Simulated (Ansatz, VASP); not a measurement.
This is a calculation of I for VASP 6.6.1.

File INCAR:

```
PREC     = Accurate       # precision mode
ENCUT    = 520            # plane-wave cutoff, eV
EDIFF    = 1E-6           # SCF threshold, eV
ISMEAR   = -1             # smearing method
SIGMA    = 0.05           # smearing width, eV
LREAL    = False          # projectors in reciprocal space
LASPH    = True           # aspherical terms in the spheres
NELM     = 80             # most SCF steps
ALGO     = Normal         # electronic algorithm
ISIF     = 2              # what is computed and relaxed
LWAVE    = False          # write WAVECAR
LCHARG   = True           # write CHGCAR
GGA      = CA             # functional
LELF     = True           # ELF
LVHAR    = True         
NBANDS   = 22             # bands
```

File KPOINTS:

```
Automatic mesh
0
Gamma
  7 7 3
```

The input POSCAR:

```
I
1.0
    3.6350350000     -2.3950200000      0.0000000000
    3.6350350000      2.3950200000      0.0000000000
    0.0000000000      0.0000000000      9.7934400000
I
4
Direct
    0.6493000000      0.3507000000      0.3844000000
    0.1493000000      0.8507000000      0.1156000000
    0.3507000000      0.6493000000      0.6156000000
    0.8507000000      0.1493000000      0.8844000000
```

Potentials or basis: VASP PAW LDA potentials, release 64 (I).

The run is started by

```sh
$ cat potpaw_LDA.64/I/POTCAR > POTCAR
$ mpirun -np 1 vasp_std > vasp.out
```

Problem. Translate it to Ansatz 0.2.0. Potentials there: all-electron LAPW, scalar-relativistic.

Solution. As run (the cutoff follows the program's own potentials):

The input input.yaml:

```yaml
crystal:
  lattice:
    - [3.635035, -2.39502, 0.0]
    - [3.635035, 2.39502, 0.0]
    - [0.0, 0.0, 9.79344]
  atoms:
    - { symbol: I, position: [0.6493, 0.3507, 0.3844] }
    - { symbol: I, position: [0.1493, 0.8507, 0.1156] }
    - { symbol: I, position: [0.3507, 0.6493, 0.6156] }
    - { symbol: I, position: [0.8507, 0.1493, 0.8844] }
kpoints:
  mp_grid: { grid: [7, 7, 3] }
scf:
  occupations: { method: fermi_dirac, width: 0.05 }
hamiltonian:
  xc: lda
  pseudopotentials: { kind: all_electron, lapw: { basis_error: 0.002 } }
output:
  forces: true
  stress: true
  eigenvalues: true
```

Potentials or basis: all-electron LAPW, scalar-relativistic.

The run is started by

```console
$ ansatz run input.yaml --threads 2 --pin off --max-ram 8192MiB --backend cpu --events-out ev --progress --plain --runs-dir out
```

Both were run:

|  | VASP | Ansatz | Ansatz less VASP |
| --- | --- | --- | --- |
| gap on the k mesh at the Fermi level (eV) | 1.24 | 1.24 | +0.009 |
| least direct gap on the mesh (eV) | 1.31 | 1.32 | +0.009 |
| pressure (GPa) | -0.9 | -0.9 | +0.02 |
| largest component of the traceless stress (GPa) | 0.53 | 0.53 | -0.005 |
| rms of the force components (eV/Å) | 0.420 | 0.418 | -0.0016 |

Atom by atom the forces differ by 0.002 eV/Å (rms over components). Ansatz ran all-electron here, so the differences hold the error of VASP's frozen core and of both bases.

Caveats: spin-orbit coupling is left out, which moves the levels of the heavy elements; an odd mesh through Γ misses points on the zone boundary, where band edges often lie. As with any semilocal functional, this LDA gap is likely too small.
